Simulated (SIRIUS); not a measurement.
# Hf (Im-3m) in SIRIUS: notebook, part 3 of 3

SIRIUS 7.12.0. The steps go on from the part before.

### 8 Equation of state, BLYP, 24.93 Å³/atom (volume scaled by 1.06)

Input file sirius.json:

```json
{
  "control": {
    "processing_unit": "cpu",
    "std_evp_solver_name": "lapack",
    "gen_evp_solver_name": "lapack",
    "verbosity": 2,
    "print_forces": false,
    "ortho_rf": true,
    "use_second_variation": true,
    "rmt_max": 3.0,
    "num_bands_to_print": 21,
    "save_wf": true
  },
  "parameters": {
    "electronic_structure_method": "full_potential_lapwlo",
    "xc_functionals": ["XC_GGA_X_B88", "XC_GGA_C_LYP"],
    "core_relativity": "dirac",
    "valence_relativity": "iora",
    "num_fv_states": 21,
    "smearing": "fermi_dirac",
    "smearing_width": 0.0018374661,
    "pw_cutoff": 20,
    "gk_cutoff": 3.47,
    "lmax_apw": 11,
    "lmax_rho": 8,
    "lmax_pot": 8,
    "num_mag_dims": 0,
    "auto_rmt": 0,
    "ngridk": [10, 10, 10],
    "shiftk": [0, 0, 0],
    "num_dft_iter": 80,
    "energy_tol": 1e-07,
    "density_tol": 1e-05,
    "use_symmetry": true
  },
  "settings": {"tol_ne": 1e-10},
  "iterative_solver": {"type": "exact"},
  "mixer": {"type": "anderson", "beta": 0.5, "max_history": 8},
  "unit_cell": {
    "lattice_vectors": [
      [-3.4778541226, 3.4778541226, 3.4778541226],
      [3.4778541226, -3.4778541226, 3.4778541226],
      [3.4778541226, 3.4778541226, -3.4778541226]
    ],
    "atom_types": ["Hf"],
    "atom_files": {"Hf": "Hf.json"},
    "atoms": {"Hf": [[0.0, 0.0, 0.0]]}
  }
}
```

Input file Hf.json:

```json
{
  "name": "hafnium",
  "symbol": "Hf",
  "number": 72,
  "mass": 178.49,
  "rmin": 1e-06,
  "rmt": 2.65,
  "nrmt": 800,
  "rinf": 17.22,
  "core": "1s2s2p3s3p3d4s4p4d",
  "valence": [
    {"basis": [{"enu": 0.08, "dme": 0, "n": 0, "auto": 0}, {"enu": 0.08, "dme": 1, "n": 0, "auto": 0}]},
    {"l": 0, "n": 1, "basis": [{"enu": 0.18, "dme": 0, "n": 0, "auto": 0}]},
    {"l": 1, "n": 2, "basis": [{"enu": 0.18, "dme": 0, "n": 0, "auto": 0}]},
    {"l": 2, "n": 3, "basis": [{"enu": 0.18, "dme": 0, "n": 0, "auto": 0}]},
    {"l": 3, "n": 4, "basis": [{"enu": 0.18, "dme": 0, "n": 0, "auto": 0}]},
    {"l": 4, "n": 5, "basis": [{"enu": 0.18, "dme": 0, "n": 0, "auto": 0}]}
  ],
  "lo": [
    {"l": 0, "basis": [{"enu": 0.18, "dme": 0, "n": 0, "auto": 0}, {"enu": 0.18, "dme": 1, "n": 0, "auto": 0}]},
    {
      "l": 0,
      "basis": [{"enu": -2.1707, "dme": 0, "n": 5, "auto": 1}, {"enu": -2.1707, "dme": 1, "n": 5, "auto": 1}]
    },
    {
      "l": 0,
      "basis": [{"enu": -2.1707, "dme": 1, "n": 5, "auto": 1}, {"enu": 0.18, "dme": 0, "n": 0, "auto": 0}]
    },
    {"l": 0, "basis": [{"enu": 0.18, "dme": 0, "n": 0, "auto": 0}, {"enu": 2.4584, "dme": 0, "n": 0, "auto": 0}]},
    {"l": 1, "basis": [{"enu": 0.18, "dme": 0, "n": 0, "auto": 0}, {"enu": 0.18, "dme": 1, "n": 0, "auto": 0}]},
    {
      "l": 1,
      "basis": [{"enu": -1.023, "dme": 0, "n": 5, "auto": 1}, {"enu": -1.023, "dme": 1, "n": 5, "auto": 1}]
    },
    {"l": 1, "basis": [{"enu": -1.023, "dme": 1, "n": 5, "auto": 1}, {"enu": 0.18, "dme": 0, "n": 0, "auto": 0}]},
    {"l": 1, "basis": [{"enu": 0.18, "dme": 0, "n": 0, "auto": 0}, {"enu": 2.8001, "dme": 0, "n": 0, "auto": 0}]},
    {"l": 2, "basis": [{"enu": 0.18, "dme": 0, "n": 0, "auto": 0}, {"enu": 0.18, "dme": 1, "n": 0, "auto": 0}]},
    {"l": 2, "basis": [{"enu": 0.18, "dme": 1, "n": 0, "auto": 0}, {"enu": 0.18, "dme": 2, "n": 0, "auto": 0}]},
    {"l": 2, "basis": [{"enu": 0.18, "dme": 0, "n": 0, "auto": 0}, {"enu": 2.4014, "dme": 0, "n": 0, "auto": 0}]},
    {"l": 3, "basis": [{"enu": 0.18, "dme": 0, "n": 0, "auto": 0}, {"enu": 0.18, "dme": 1, "n": 0, "auto": 0}]},
    {
      "l": 3,
      "basis": [{"enu": -0.3473, "dme": 0, "n": 4, "auto": 1}, {"enu": -0.3473, "dme": 1, "n": 4, "auto": 1}]
    },
    {
      "l": 3,
      "basis": [{"enu": -0.3473, "dme": 1, "n": 4, "auto": 1}, {"enu": 0.18, "dme": 0, "n": 0, "auto": 0}]
    },
    {"l": 3, "basis": [{"enu": 0.18, "dme": 0, "n": 0, "auto": 0}, {"enu": 3.4837, "dme": 0, "n": 0, "auto": 0}]},
    {"l": 4, "basis": [{"enu": 0.18, "dme": 0, "n": 0, "auto": 0}, {"enu": 0.18, "dme": 1, "n": 0, "auto": 0}]},
    {"l": 4, "basis": [{"enu": 0.18, "dme": 0, "n": 0, "auto": 0}, {"enu": 2.9141, "dme": 0, "n": 0, "auto": 0}]}
  ],
  "free_atom": [... radial grid and density of the free atom, the start of the SCF ...]
}
```

Input file sirius_start.json:

```json
{
  "control": {
    "processing_unit": "cpu",
    "std_evp_solver_name": "lapack",
    "gen_evp_solver_name": "lapack",
    "verbosity": 1,
    "print_forces": false,
    "ortho_rf": true,
    "use_second_variation": true,
    "rmt_max": 3.0,
    "num_bands_to_print": 21,
    "save_wf": false
  },
  "parameters": {
    "electronic_structure_method": "full_potential_lapwlo",
    "xc_functionals": ["XC_LDA_X", "XC_LDA_C_PW"],
    "core_relativity": "dirac",
    "valence_relativity": "iora",
    "num_fv_states": 21,
    "smearing": "fermi_dirac",
    "smearing_width": 0.0055123983,
    "pw_cutoff": 20,
    "gk_cutoff": 2.78,
    "lmax_apw": 11,
    "lmax_rho": 8,
    "lmax_pot": 8,
    "num_mag_dims": 0,
    "auto_rmt": 0,
    "ngridk": [4, 4, 4],
    "shiftk": [0, 0, 0],
    "num_dft_iter": 30,
    "energy_tol": 0.01,
    "density_tol": 0.05,
    "use_symmetry": true
  },
  "settings": {"tol_ne": 1e-10},
  "iterative_solver": {"type": "exact"},
  "mixer": {"type": "anderson", "beta": 0.5, "max_history": 8},
  "unit_cell": {
    "lattice_vectors": [
      [-3.4778541226, 3.4778541226, 3.4778541226],
      [3.4778541226, -3.4778541226, 3.4778541226],
      [3.4778541226, 3.4778541226, -3.4778541226]
    ],
    "atom_types": ["Hf"],
    "atom_files": {"Hf": "Hf.json"},
    "atoms": {"Hf": [[0.0, 0.0, 0.0]]}
  }
}
```

Started as:

```
$ OMP_NUM_THREADS=1 sirius.scf --input=sirius_start.json --output=start.json
$ OMP_NUM_THREADS=1 sirius.scf --input=sirius.json --output=output.json --task=1
```

Wall time 35 s (1 thread of Arm Neoverse V2, shared host); peak memory 0.36 GiB.

It converged, with:

* Free energy: -410856.7895 eV
* Band gap on the k mesh: none (metal or under the smearing width)
* All electrons inside the program's atomic spheres: Hf 69.94 (radii Hf 2.65 bohr)

### 9 Equation of state, BLYP

Potentials or basis: all-electron FP-LAPW, apw+lo standard.

No new run: the results of the series are fitted here.

Results:

* Equilibrium volume: 22.88 Å³/atom
* Bulk modulus: 96 GPa
* Pressure derivative of the bulk modulus: 3.3 (rough: it moves with the points fitted)

Energy against volume, from the lowest point:
| volume (Å³/atom) | energy (meV/atom) |
| --- | --- |
| 22.112 | 7.71 |
| 22.582 | 1.03 |
| 23.052 | 0.00 |
| 23.523 | 4.88 |
| 23.993 | 15.11 |
| 24.464 | 29.83 |
| 24.934 | 48.85 |

The run has no spin-orbit coupling, so splittings on Hf are missing.
